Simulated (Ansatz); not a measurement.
Level of theory: DFT PBE, scalar-relativistic, plane waves, PAW (Ansatz 0.2.0). Settings: cutoff 420 eV, Γ-centred meshes spaced at most about 0.3 Å⁻¹, and about 0.25 Å⁻¹ or finer for metals (2π included), Gaussian smearing. No spin polarisation.

Temperature and zero-point effects are left out.

Two relaxed structures of In4Sb:

A.

```
CELL_PARAMETERS angstrom
6.45595 0.00000 0.00000
-3.22797 5.59101 0.00000
0.00000 0.00000 5.64061
ATOMIC_POSITIONS crystal
In 0.50000 0.00000 0.50000
In 0.00000 0.50000 0.50000
In 0.50000 0.50000 0.50000
In 0.00000 0.00000 0.50000
Sb 0.00000 0.00000 0.00000
```

B.

```
CELL_PARAMETERS angstrom
-3.54510 3.54510 3.54510
3.54510 -3.54510 3.54510
3.54510 3.54510 -3.54510
ATOMIC_POSITIONS crystal
In 0.50000 0.50000 0.50000
In 0.50000 0.00000 0.00000
In 0.00000 0.00000 0.50000
In 0.00000 0.50000 0.00000
Sb 0.00000 0.00000 0.00000
```

**Question.** Which form is favoured at zero pressure, and by what margin per atom?

**Answer.** B is lower, by 90 meV/atom. A has space group P6/mmm (No. 191), 40.7 Å³/atom and no gap on its mesh; B has space group Im-3m (No. 229), 35.6 Å³/atom and no gap. Counting In atoms around Sb (those within 1.25 times the shortest such distance or 1.15 times the sum of covalent radii), A has Sb 2 and B has Sb 8. The denser one is the lower, and pressure would at first widen the difference. Even the lower one lies +0.28 eV/atom against the reference forms of the elements (uncorrected), so neither is stable at this level. In A, In on a site of symmetry mmm is surrounded by 6 In at 3.23 Å; In on a site of symmetry 6/mmm has 2 Sb at 2.82 Å and 6 In at 3.23 Å; Sb has 2 In at 2.82 Å. In B, around In lie 2 Sb at 3.07 Å and 6 In at 3.55 Å; around Sb lie 8 In at 3.07 Å. Both come from invented guesses. The lowest form computed isn't among them: it has space group Cmmm (No. 65), 30.5 Å³/atom and lies 189 meV/atom below the best shown.

Spin–orbit coupling, which can matter for Sb, is left out. Cells relaxed within their symmetry can be saddle points. Some types were kept out of the candidates beforehand, so the set may lack a known form.
